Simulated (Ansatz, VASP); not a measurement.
**MoS2 in VASP and in Ansatz**

INCAR

```
PREC = Accurate
ENCUT = 520
EDIFF = 1E-6
ISMEAR = 0
SIGMA = 0.020999999999999998
LREAL = F
LASPH = T
NELM = 60
ALGO = Normal
ISIF = 2
LWAVE = F
LCHARG = F
GGA = PE
NBANDS = 20
```

KPOINTS

```
regular mesh
0
Gamma
  9 9 4
```

File POSCAR:

```
MoS2
1.0
    3.2274645616      0.0000000000      0.0000000000
   -1.6137322808      2.7950663001      0.0000000000
    0.0000000000      0.0000000000      6.3124734200
Mo S
1 2
Direct
    0.0000000000      0.0000000000      0.5000000000
    0.6666666667      0.3333333333      0.7446806800
    0.3333333333      0.6666666667      0.2553193200
```

The input input.yaml:

```yaml
crystal:
  lattice:
    - [3.2274645616, 0.0, 0.0]
    - [-1.6137322808, 2.7950663001, 0.0]
    - [0.0, 0.0, 6.31247342]
  atoms:
    - { symbol: Mo, position: [0.0, 0.0, 0.5] }
    - { symbol: S, position: [0.6666666667, 0.3333333333, 0.74468068] }
    - { symbol: S, position: [0.3333333333, 0.6666666667, 0.25531932] }
hamiltonian:
  xc: pbe
  pseudopotentials: { kind: paw }
kpoints:
  mp_grid: { grid: [9, 9, 4] }
scf:
  occupations: { method: gaussian, width: 0.021 }
output:
  forces: true
  stress: true
  eigenvalues: true
```

Measurements of this composition are mostly on another form, of space group No. 194.

Alike in both runs: task single point; functional PBE; k mesh 9 × 9 × 4; occupations gaussian, width 0.021 eV; no spin polarisation.

```csv
,VASP,Ansatz
version,VASP 6.6.1,Ansatz 0.2.0
potentials or method,"VASP PAW PBE potentials, release 64 (Mo_sv, S)",Ansatz PAW
plane-wave cutoff (eV),520,420
valence electrons in the cell,26,26
```

```tsv
	VASP	Ansatz	Ansatz less VASP
gap on the k mesh at the Fermi level (eV)	none	none	-
pressure (GPa)	0.9	1.1	+0.10
largest component of the traceless stress (GPa)	2.03	2.02	-0.007
rms of the force components (eV/Å)	0.136	0.140	+0.0039
```

Atom by atom the forces differ by 0.004 eV/Å (rms over components). A gap of «none» marks a metal or a gap that the smearing closes. With one functional, cell and mesh, what is left measures potentials, basis and numerics.

Caveats: this functional lacks dispersion, which binds the layers, so the pressure and a relaxed spacing across them are unreliable.
